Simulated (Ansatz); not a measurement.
# 2H-MoS2 monolayer in a perpendicular field

Aim: how the 2H-MoS2 monolayer screens a field along its normal, and what the field does to its bands. A positive field points along +c.

Calculated with Ansatz 0.2.0; plane-wave DFT, PBE-D3(BJ), Ansatz PAW (set soft_1); PAW set soft_1.

**Measured values to reproduce.**

For MoS2 (exfoliated monolayer on hBN, 300 K), “Impact of intrinsic and extrinsic imperfections on the electronic and optical properties of MoS2” (2019, arxiv:1905.01242) gives, by optical absorbance, critical point analysis: band gap (quasiparticle gap onset from absorbance critical point analysis) about 2.33 eV [Weak feature in second derivative of Kramers-Kronig-derived dielectric function, assigned …].

## 1. Starting point

The cell holds 3 atoms: 2 S and 1 Mo. Cell: a = 3.180 Å, b = 3.180 Å, c = 37.563 Å, α = 90.0°, β = 90.0°, γ = 120.0°. Vacuum lies along c.

## 2. Relaxation

The starting cell is a guess, so the in-plane lattice and the atoms are relaxed first, with the slab cut off from its images along the normal.

File input.yaml:

```yaml
crystal:
  lattice:
    - [3.18, 0.0, 0.0]
    - [-1.59, 2.753960784, 0.0]
    - [0.0, 0.0, 37.5625977373]
  atoms:
    - { symbol: S, position: [0.3333333333, 0.6666666667, 0.4565711914] }
    - { symbol: Mo, position: [0.0, 0.0, 0.5] }
    - { symbol: S, position: [0.3333333333, 0.6666666667, 0.5434288086] }
  periodic: [true, true, false]
kpoints:
  mp_grid: { grid: [12, 12, 1] }
hamiltonian:
  xc: pbe
  dispersion: d3bj
  pseudopotentials: { kind: paw, azcp: { folder: soft_1 } }
scf:
  occupations: { method: fermi_dirac, width: 0.05 }
  convergence: { dr2_threshold: 1.0e-09 }
relax:
  f_tol: 0.004
  max_steps: 90
  cell: {}
output:
  write_potential: true
  write_density: true
  volumetric_format: npy
```

The run is started by

```bash
ansatz run input.yaml --threads 2 --pin off --max-ram 3072MiB --backend cpu --events-out ev --progress --plain --runs-dir out
```

Planned after this: atoms held, field 0; atoms held, field 0.1 V/Å; single point, field -0.1 V/Å; response, atoms held. Settings of the main run: cutoff 420 eV, 18×18×1 k-mesh, smearing width 0.02585 eV, 1 layers, stack 2H-MoS2 monolayer, PAW set soft 1.

**Question.** What will these runs give for the gap without field; and equivalent conductor thickness, atoms held?

The induced dipole equals that of a perfect conductor 5.11 Å thick, while the outer atoms lie 3.13 Å apart; an out-of-plane ε follows only once a thickness t is chosen, by 1 − 1/ε = 5.11 Å / t. The gap stays within 0.01 eV of 1.78 eV over the fields run, up to 0.1 V/Å in size. The measured quasiparticle gap below is for a layer on a substrate, whose screening lowers it, so a free-standing Kohn-Sham gap can come near it by a cancelling of errors.

| Quantity | Value |
| --- | --- |
| gap without field | 1.78 eV |
| ionisation energy, upper face | 5.92 eV |
| electron affinity, upper face | 4.14 eV |
| equivalent conductor thickness, atoms held | 5.11 Å |

Semilocal functionals give gaps that are too small, and excitons are not included. Spin-orbit coupling is left out, which matters for the bands of elements this heavy.

Comparison with the measured values:

```
                                                                                                 quantity  measured       PBE D3(BJ)
band gap (quasiparticle gap onset from absorbance critical point analysis, monolayer on a substrate) (eV)      2.33  1.78 (-0.55 eV)
```

Measured values from arxiv:1905.01242 (2019).

How well it matches: The band gap is off by -0.55 eV: a clear miss. Local and semilocal functionals usually give gaps below the measured ones. An optical gap can lie under the band gap by the exciton's binding. Zero-point and thermal motion shift the measured gap.

[Logs are printed without paths, hosts, clocks, repeated set-up lines and the standing remarks that a program may print on its own settings, such as how far it seeks lower states.]

[Hosts, paths, dates, database ids (printed as entryN), source tags and the programs' standing remarks are cut or masked in the printed files.]

[Maps of the electrostatic potential energy from Ansatz leave out the sawtooth potential of an applied field or a dipole correction, so their vacuum need not be flat; planar profiles and work functions include it.]
